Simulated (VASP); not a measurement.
# TiPt₃: intraband terms of a metal's spectrum

TiPt₃, Pm-3m (no. 221), 4 atoms in the cell. PBE, independent-particle dielectric function; PAW potentials Pt, Ti_sv (PBE set).

## Input

INCAR.step1:
```
PREC = Accurate ; ENCUT = 320
ISMEAR = 1 ; SIGMA = 0.1
EDIFF = 1E-7 ; LASPH = T
KPAR = 4 ; LWAVE = F
LCHARG = T ; LMAXMIX = 4
```

INCAR.step2:
```
PREC = Accurate ; ENCUT = 320
ISMEAR = 0 ; SIGMA = 0.3
EDIFF = 1E-6 ; LASPH = T
KPAR = 4 ; LWAVE = T
LCHARG = F ; LMAXMIX = 4
ICHARG = 11 ; NBANDS = 47
NEDOS = 3000 ; OMEGAMAX = 30
CSHIFT = 0.1
```

INCAR.step3, as INCAR.step2 but for:
```
- LWAVE = T
+ LWAVE = F
+ LOPTICS = T
+ ALGO = None
+ NELM = 1
+ ISTART = 1
```

INCAR.step4, as INCAR.step3 but for:
```
+ WPLASMAI = 0.03
```

INCAR.step5 to INCAR.step6 change the same tag again: WPLASMAI = 0.1, 0.3.

INCAR.step7, as INCAR.step6 but for:
```
- WPLASMAI = 0.3
+ RTIME = 1
```

INCAR.step8, as INCAR.step7 but for:
```
- RTIME = 1
+ RTIME = 5
```

INCAR.step9, as INCAR.step8 but for:
```
- RTIME = 5
+ LNABLA = T
```

INCAR.step10, as INCAR.step9 but for:
```
- ISMEAR = 0
- LNABLA = T
+ ISMEAR = -5
```

KPOINTS.step1:
```
k-points
0
Gamma
  7 7 7
```

KPOINTS.step2:
```
k-points
0
Gamma
  11 11 11
```

POSCAR:
```
TiPt3
1.0
    3.8970000000      0.0000000000      0.0000000000
    0.0000000000      3.8970000000      0.0000000000
    0.0000000000      0.0000000000      3.8970000000
Pt Ti
3 1
Direct
    0.5000000000      0.5000000000      0.0000000000
    0.5000000000      0.0000000000      0.5000000000
    0.0000000000      0.5000000000      0.5000000000
    0.0000000000      0.0000000000      0.0000000000
```

Commands (each step's output is kept before the next begins):
```
cat potpaw_PBE.64/Pt/POTCAR potpaw_PBE.64/Ti_sv/POTCAR > POTCAR
cp INCAR.step1 INCAR
cp KPOINTS.step1 KPOINTS
mpirun -np 4 vasp_std > vasp.out
cp INCAR.step2 INCAR
cp KPOINTS.step2 KPOINTS
mpirun -np 4 vasp_std > vasp.out
cp INCAR.step3 INCAR
mpirun -np 4 vasp_std > vasp.out
cp INCAR.step4 INCAR
mpirun -np 4 vasp_std > vasp.out
cp INCAR.step5 INCAR
mpirun -np 4 vasp_std > vasp.out
cp INCAR.step6 INCAR
mpirun -np 4 vasp_std > vasp.out
cp INCAR.step7 INCAR
mpirun -np 4 vasp_std > vasp.out
cp INCAR.step8 INCAR
mpirun -np 4 vasp_std > vasp.out
cp INCAR.step9 INCAR
mpirun -np 4 vasp_std > vasp.out
cp INCAR.step10 INCAR
mpirun -np 4 vasp_std > vasp.out
```

## Result

- Bands: 47

One ground state, settings moved in the last step alone:

| Settings | Plasma frequency (eV) | Im ε at 0.5 eV | Im ε at 1 eV | Im ε at 2 eV | Im ε at 4 eV | Time (s) |
|---|---|---|---|---|---|---|
| interband part alone | 2.93 | 31.0 | 34.4 | 39.1 | 13.2 | 9 |
| Drude term, WPLASMAI 0.03 | 2.93 | 33.0 | 34.6 | 39.1 | 13.2 | 9 |
| Drude term, WPLASMAI 0.1 | 2.93 | 37.6 | 35.2 | 39.2 | 13.2 | 9 |
| Drude term, WPLASMAI 0.3 | 2.93 | 46.2 | 36.7 | 39.4 | 13.3 | 10 |
| relaxation time RTIME 1 fs | 2.93 | 47.6 | 38.3 | 39.7 | 13.3 | 10 |
| relaxation time RTIME 5 fs | 2.93 | 39.5 | 35.5 | 39.2 | 13.2 | 9 |
| transversal form (LNABLA) | 2.81 | 27.9 | 31.3 | 35.4 | 11.9 | 9 |
| tetrahedron method | – | – | – | – | – | no result |

Limits: Spin-orbit coupling is left out, which can matter with atoms this heavy.

VASP 6.6.1 took 86 s on 4 cores (AMD EPYC 7R43 (Zen 3)), a shared host.
